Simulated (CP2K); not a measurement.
Runs of CP2K 2026.2 on InAs. It takes space group F-43m (No. 216, cubic). The conventional cell has a = 6.036 Å, b = 6.036 Å, c = 6.036 Å, α = 90.00°, β = 90.00°, γ = 90.00°. In (site symmetry -43m) has 4 As at 2.61 Å as nearest neighbours. As (site symmetry -43m) is surrounded by 4 In at 2.61 Å. 

```tsv
level	potentials or basis	smearing	EPS_DEFAULT	NGRIDS	points a segment of the path (NPOINTS)	bands added on the path	CUTOFF of the grids	gap on the mesh (eV)	pressure (GPa)
LDA	GTH_POTENTIALS In GTH-PADE-q13, As GTH-PADE-q5; TZVP-MOLOPT-PBE-GTH basis	fermi-dirac 0.0259 eV	1.0E-9	4	6	6	450 Ry	none	0.0
PBEsol	POTENTIAL_UZH In GTH-PBE-q13, As GTH-PBE-q5; TZVP-MOLOPT-PBE-GTH basis	fermi-dirac 0.1 eV	1.0E-10	5	10	2	450 Ry	none	2.9
TB-mBJ	POTENTIAL_UZH In GTH-PBE-q13, As GTH-PBE-q5; TZVP-MOLOPT-PBE-GTH basis	fermi-dirac 0.05 eV	1.0E-9	5	10	6	675 Ry	none	-
r2SCAN	POTENTIAL_UZH In GTH-SCAN-q13, As GTH-SCAN-q5; TZVP-MOLOPT-SCAN-GTH basis	fermi-dirac 0.0259 eV	1.0E-9	5	6	4	675 Ry	0.15	(a)
PBE	POTENTIAL_UZH In GTH-PBE-q13, As GTH-PBE-q5; TZVP-MOLOPT-PBE-GTH basis	fermi-dirac 0.05 eV	1.0E-9	4	10	4	450 Ry	none	4.8
PBE	POTENTIAL_UZH In GTH-PBE-q13, As GTH-PBE-q5; TZVP-MOLOPT-PBE-GTH basis	fermi-dirac 0.1 eV	1.0E-9	5	10	2	450 Ry	none	4.8
```

Alike in all rows: task band structure; no spin polarisation; cell as given; k mesh 8 × 8 × 8.

Estimate the missing entries.

(a) 1.8.

Caveats: spin-orbit coupling is left out, which moves the levels of the heavy elements; the basis of atomic orbitals isn't converged, which shifts pressures, moduli and gaps; the potentials were made for another functional, which shifts forces and pressure (some runs); this is a model potential without an energy functional, so only levels have meaning (some runs).

A k mesh can miss the band edges, and the runs leave out spin-orbit coupling on As, In.

A gap of «none» marks a metal or a gap under the smearing width.
